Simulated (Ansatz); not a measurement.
One crystal and one scan (frozen-phonon scan) at two levels, r2SCAN (plane waves to 500 eV, PAW, scalar-relativistic; Ansatz, a program for electronic structure) and PBE (plane waves to 420 eV, PAW, scalar-relativistic; Ansatz), each from its own relaxed cell and on its own mesh. The cell shown is that of r2SCAN.

Relaxed GeTe (alpha-GeTe type, space group R3m):

```xyz
4
Lattice="4.1870 2.4174 7.3736 -2.0935 1.2087 3.6868 0.0000 -2.4174 3.6868" Properties=species:S:1:pos:R:3 pbc="T T T"
Ge     0.0000     0.0000     2.5643
Ge     2.0935     1.2087     6.2511
Te     0.0000     0.0000     8.4961
Te     2.0935     1.2087    12.1829
```

A phonon eigenvector at L = (0.5, 0.0, 0.0) is frozen into this cell: atom i moves by Q times the vector below, so Q is the largest atomic displacement, in Å. The cell is held. (q is in reciprocal vectors of the primitive cell; the cell shown is doubled to hold the pattern.)

| atom | x | y | z |
|---|---|---|---|
| Ge1 | 0.789 | 0.455 | 0.413 |
| Ge2 | -0.789 | -0.455 | -0.413 |
| Te3 | 0.088 | 0.051 | 0.347 |
| Te4 | -0.088 | -0.051 | -0.347 |

GeTe was relaxed with its symmetry unable to fall. Spin-orbit coupling is left out, though Te is heavy. Percentages come from the unrounded values. Both scans cover Q from -0.280 to 0.280 Å.

Results of r2SCAN:

| Property | Result |
|---|---|
| Lattice constant a (Å) | 4.187 |
| Lattice constant c (Å) | 11.06 |
| Relaxed volume (Å³/atom) | 27.99 |
| Energy at Q = 0.280 Å (meV/cell) | 804 |
| Harmonic wavenumber from the curvature (finite differences) (cm⁻¹ (negative: imaginary)) | 179 |
| Space group of the distorted cell | Cm (No. 8), lowered from R3m |
| Symmetry of the curve | even: the same for both signs |
| Shape of the curve | a single well with its minimum at or next to zero displacement |

### Question
What does PBE give for the same quantities?

### Answer
```
quantity                                                                                    PBE     r2SCAN − PBE
----------------------------------------------------------------------------------------  -----  ---------------
Lattice constant a (Å)                                                                    4.227  -0.040 (-0.9 %)
Lattice constant c (Å)                                                                    10.92   +0.14 (+1.3 %)
Relaxed volume (Å³/atom)                                                                  28.16   -0.17 (-0.6 %)
Energy at Q = 0.280 Å (meV/cell)                                                            696     +108 (+15 %)
Harmonic wavenumber from the curvature (finite differences) (cm⁻¹ (negative: imaginary))    169       +10 (+6 %)
```

r2SCAN gives the higher value for: lattice constant c; energy at Q = 0.280 Å; harmonic wavenumber from the curvature. r2SCAN gives the lower value for: lattice constant a; relaxed volume. Both give the same space group of the distorted cell: Cm (No. 8), lowered from R3m.

(A displaced cell: forces are minus the slopes of the energy, force constants its curvatures, and phonons follow from these.)
